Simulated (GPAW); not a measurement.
# MoP (P-6m2) in GPAW: equation of state

How stiff is MoP in PBE, and what volume does it want? The cell is scaled to several volumes.

All numbers are computed with GPAW 26.7.0; they aren't measurements. Logs are shortened: lines on timing, memory, paths and dates and some standing lists are left out, and cuts for length are marked. The log counts tension as positive stress, the text compression.

## 1. Starting point

It takes space group P-6m2 (No. 187, hexagonal). The conventional cell has a = 3.223 Å, b = 3.223 Å, c = 3.191 Å, α = 90.00°, β = 90.00°, γ = 120.00°. Around Mo (site symmetry -6m2) lie 6 P at 2.45 Å. P (site symmetry -6m2) is surrounded by 6 Mo at 2.45 Å.

## 2. Equation of state, PBE

File run.py:

```python
from ase.eos import EquationOfState
from ase.io import Trajectory, read
from ase.units import GPa
from gpaw import GPAW, PW

atoms = read('MoP.xyz')

traj = Trajectory('eos.traj', 'w')
volumes, energies = [], []
for x in [0.94, 0.96, 0.98, 1.0, 1.02, 1.04, 1.06]:
    a = atoms.copy()
    a.set_cell(atoms.cell * x**(1 / 3), scale_atoms=True)
    calc = GPAW(mode=PW(600),
                xc='PBE',
                kpts={'size': (10, 10, 8), 'gamma': True},
                occupations={'name': 'fermi-dirac', 'width': 0.05},
                nbands=20,
                convergence={'density': 1e-05, 'energy': 1e-05},
                maxiter=150,
                txt=f'eos-{x:.2f}.txt')
    a.calc = calc
    energies.append(a.get_potential_energy(force_consistent=True))
    volumes.append(a.get_volume())
    p = -a.get_stress()[:3].mean() / GPa
    calc.write(f'eos-{x:.2f}.gpw')
    traj.write(a)
    print(f'{x:.2f} {volumes[-1]:10.4f} A^3 {energies[-1]:14.6f} eV {p:9.3f} GPa', flush=True)

v0, e0, B = EquationOfState(volumes, energies, eos='birchmurnaghan').fit()
print(f'V0 = {v0:.4f} A^3, E0 = {e0:.6f} eV, B0 = {B / GPa:.2f} GPa')
```

File MoP.xyz:

```xyz
2
Lattice="3.2230000000 0.0000000000 0.0000000000 -1.6115000000 2.7911998764 0.0000000000 0.0000000000 0.0000000000 3.1910000000" Properties=species:S:1:pos:R:3 pbc="T T T"
Mo     0.0000000000      0.0000000000      0.0000000000
P     -0.0000000002      1.8607999177      1.5955000000
```

Potentials or basis: GPAW PAW data sets (gpaw-data 1.2.1), pw.

Launch:

```bash
$ OMP_NUM_THREADS=1 python run.py
```

The program printed:

```text
__  _  _
 | _ |_)|_||  |
 |__||  | ||/\| - 26.7.0

Input parameters:
  mode=PW(ecut=600.0),
  convergence={'density': 1e-05, 'energy': 1e-05},
  kpts=MonkhorstPack(size=(10, 10, 8), gamma=True),
  maxiter=150,
  nbands=20,
  occupations=Occupations(name='fermi-dirac', width=0.05),
  xc=XC(name='PBE')

Diagonalizing LCAO Hamiltonian
Converting LCAO to pw mode

         P

       Mo

Atoms  # Å, Bohr magnetons
|   | symbol |         x |        y |        z |    initial magnetic moments |
|---|--------|-----------|----------|----------|-----------------------------|
| 0 |     Mo |  0.000000 | 0.000000 | 0.000000 | ( 0.0000,  0.0000,  0.0000) |
| 1 |      P | -0.000000 | 1.822814 | 1.562930 | ( 0.0000,  0.0000,  0.0000) |

Unit cell  # Å
| periodic |         x |        y |        z |  lengths |     angles |
|----------|-----------|----------|----------|----------|------------|
|      yes |  3.157206 | 0.000000 | 0.000000 | 3.157206 |  90.000000 |
|      yes | -1.578603 | 2.734221 | 0.000000 | 3.157206 |  90.000000 |
|      yes |  0.000000 | 0.000000 | 3.125859 | 3.125859 | 120.000000 |

Number of symmetries: 12
Symmetry operations  # r_c * U_cc + t_c -> r_c
|    | kind |            matrix            |
|----|------|------------------------------|
|  0 |  σ   |  1, 1, 0,  0,-1, 0,  0, 0, 1 |
|  1 |  C2  |  1, 1, 0,  0,-1, 0,  0, 0,-1 |
|  2 |  E   |  1, 0, 0,  0, 1, 0,  0, 0, 1 |
|  3 |  σ   |  1, 0, 0,  0, 1, 0,  0, 0,-1 |
|  4 |  C3  |  0, 1, 0, -1,-1, 0,  0, 0, 1 |
|  5 |  S3  |  0, 1, 0, -1,-1, 0,  0, 0,-1 |
|  6 |  σ   |  0,-1, 0, -1, 0, 0,  0, 0, 1 |
|  7 |  C2  |  0,-1, 0, -1, 0, 0,  0, 0,-1 |
|  8 |  σ   | -1, 0, 0,  1, 1, 0,  0, 0, 1 |
|  9 |  C2  | -1, 0, 0,  1, 1, 0,  0, 0,-1 |
| 10 |  C3  | -1,-1, 0,  1, 0, 0,  0, 0, 1 |
| 11 |  S3  | -1,-1, 0,  1, 0, 0,  0, 0,-1 |

BZ-sampling:
  Number of BZ points: 800
  Number of IBZ points: 70

  Monkhorst-Pack size: [10, 10, 8]
  Monkhorst-Pack shift: [0.05, 0.05, 0.0625]

K-points  # in reciprocal-cell coordinates
|     |                                coordinates |     weight |
|-----|--------------------------------------------|------------|
|   0 | (  0.00000000,   0.00000000,   0.00000000) | 0.00125000 |
|   1 | (  0.00000000,   0.00000000,   0.12500000) | 0.00250000 |
|   2 | (  0.00000000,   0.00000000,   0.25000000) | 0.00250000 |
|   3 | (  0.00000000,   0.00000000,   0.37500000) | 0.00250000 |
|   4 | (  0.00000000,   0.00000000,   0.50000000) | 0.00125000 |
|   5 | (  0.10000000,   0.00000000,   0.00000000) | 0.00750000 |
|   6 | (  0.10000000,   0.00000000,   0.12500000) | 0.01500000 |
|   7 | (  0.10000000,   0.00000000,   0.25000000) | 0.01500000 |
|   8 | (  0.10000000,   0.00000000,   0.37500000) | 0.01500000 |
|   9 | (  0.10000000,   0.00000000,   0.50000000) | 0.00750000 |
| ... |                                            |            |
|  69 | (  0.50000000,   0.50000000,   0.50000000) | 0.00375000 |

Plane wave coefficients: 918
Cutoff: 600.0 eV

Spin-components: 1 (collinear spins)
Bands:           20
Projectors:      11
Spin-degeneracy: 2
Datatype:        complex128

Density:
  Valence electrons: 19.0
  Components: 1
  Grid points: [18 18 18]
  Charge: 0.0  # |e|

Potential:
  Grid points: [18 18 18]

species:
  Mo:
    name:    Molybdenum
    Z:       42.0
    valence: 14
    core:    28
    charge:  0.0  # [|e|]
    compensation charges:
      type: gauss
      rc: 0.38  # [Å]
      lmax: 2
    cutoffs:
      filter: 2.16  # [Å]
      core: 1.42  # [Å]
    projectors
    | kind |    occ | energy [eV] | rcut [Å] |
    |------|--------|-------------|----------|
    |   4s |  2.000 |     -64.307 |    1.238 |
    |   5s |  1.000 |      -4.084 |    1.238 |
    |   4p |  6.000 |     -38.491 |    1.296 |
    |   5p |  0.000 |      -1.044 |    1.296 |
    |   4d |  5.000 |      -3.754 |    1.296 |
    |    d |        |      23.458 |    1.296 |

    Using partial waves for Mo as LCAO basis

  P:
    name:    Phosphorus
    Z:       15.0
    valence: 5
    core:    10
    charge:  0.0  # [|e|]
    compensation charges:
      type: gauss
      rc: 0.30  # [Å]
      lmax: 2
    cutoffs:
      filter: 1.69  # [Å]
      core: 1.81  # [Å]
    projectors
    | kind |    occ | energy [eV] | rcut [Å] |
    |------|--------|-------------|----------|
    |   3s |  2.000 |     -13.968 |    0.953 |
    |   3p |  3.000 |      -5.506 |    0.953 |
    |    s |        |      13.244 |    0.953 |
    |    p |        |      21.705 |    0.953 |
    |    d |        |       0.000 |    0.953 |

    Using partial waves for P as LCAO basis

Reference energy: -119436.986290  # eV

eigensolver:
  PPCG
  Converge bands: occupied
  niter=2

density mixing:
  MSR1-Mixer
  Pratt-step length: 0.05
  Maximum mixing coefficient: 0.75
  Old densities: 10
  SVD Regularization: 0.005
  Good broyden scale: 1.0
  Trust region scale: 1.0
  Backstep threshold: 4.0
  History deletion threshold: 6.0
  Fourier metric: weight=20.0, sigma=0.015

occupation numbers:
  Fermi-Dirac:
    width: 0.0500  # eV

poisson solver:
  ecut: 4800.0  # eV

xc functional:
  name: PBE with 2 nearest neighbor stencil

convergence criteria:
- Maximum integral of absolute [dens]ity change: 1e-05 electrons / valence electron
- Maximum [total energy] change in last 3 cyles: 1e-05 eV / valence electron
- Maximum integral of absolute [eigenst]ate change: 4e-08 eV^2 / valence electron
maximum number of iterations: 150

SCF iterations
|iter     | |      energy | eigst |  dens |
|---------|-|-------------|-------|-------|
|iter:   1| |  -18.952391 | +0.56 |       |
|iter:   2| |  -18.640712 | -1.93 | -1.00 |
|iter:   3| |  -17.853757 | -1.29 | -1.06 |
|iter:   4| |  -17.849351 | -2.93 | -1.66 |
|iter:   5| |  -17.851730 | -3.19 | -1.94 |
|iter:   6| |  -17.851826 | -4.70 | -2.64 |
|iter:   7| |  -17.851822c| -5.94 | -3.45 |
|iter:   8| |  -17.851823c| -7.61c| -4.15 |
|iter:   9| |  -17.851823c| -7.59c| -4.88 |
|iter:  10| |  -17.851823c| -8.65c| -5.61c|

Converged in 10 steps
Energy contributions relative to reference atoms: (reference = -119436.986290)

Energy contributions:
  Kinetic:           6.019581
  Coulomb:          -7.328180
  Zero:             -0.344576
  External:          0.000000
  Xc:              -16.196809
  Entropy:          -0.003676
  Spinorbit:         0.000000
  ----------------------------
  Free energy:     -17.853661
  Extrapolated:    -17.851823

dipole moment: (-7.779636, -9.080237, -11.636838)  # |e|*Ang

Fermi level: 13.431
Eigenvalues  # (at kpt = [0.000, 0.000, 0.000])
| band index |      eig [eV] | occ [0-2] |
|------------|---------------|-----------|
|          0 |       -47.743 |     2.000 |
|          1 |       -21.954 |     2.000 |
|          2 |       -21.712 |     2.000 |
|          3 |       -21.712 |     2.000 |
|          4 |        -0.883 |     2.000 |
|          5 |         8.923 |     2.000 |
|          6 |         9.955 |     2.000 |
|          7 |         9.955 |     2.000 |
|          8 |        12.813 |     2.000 |
|          9 |        13.768 |     0.002 |
|         10 |        13.768 |     0.002 |
|         11 |        17.884 |     0.000 |
|         12 |        17.884 |     0.000 |
|         13 |        19.213 |     0.000 |
|         14 |        22.614 |     0.000 |
|         15 |        22.614 |     0.000 |
|         16 |        23.054 |     0.000 |
|        ... |               |           |
|         19 |        32.483 |     0.000 |

No gap
No difference between direct/indirect transitions

Stress tensor  # eV/Ang^3
|         x |         y |         z |
|-----------|-----------|-----------|
| -0.114939 |  0.000000 |  0.000000 |
|  0.000000 | -0.114939 |  0.000000 |
|  0.000000 |  0.000000 | -0.137202 |

# Writing to eos-0.94.gpw (mode='')
```

Wall time 2.7 min (1 thread of Arm Neoverse V1, shared host); peak memory 0.24 GiB.

What came out:

```
Equilibrium volume                        : 14.54 Å³/atom
Bulk modulus at fixed shape and positions : 222 GPa
Pressure derivative of the bulk modulus   : 4.4
```

Energy against volume, from the lowest point:
```tsv
volume (Å³/atom)	energy (meV/atom)
13.492	59.99
13.779	30.35
14.066	11.15
14.353	1.35
14.640	0.00
14.927	6.23
15.214	19.26
```

Caveat: the cell was scaled at fixed shape and fractional positions, which overstates the stiffness of a crystal with free parameters, most of all of layers and chains.
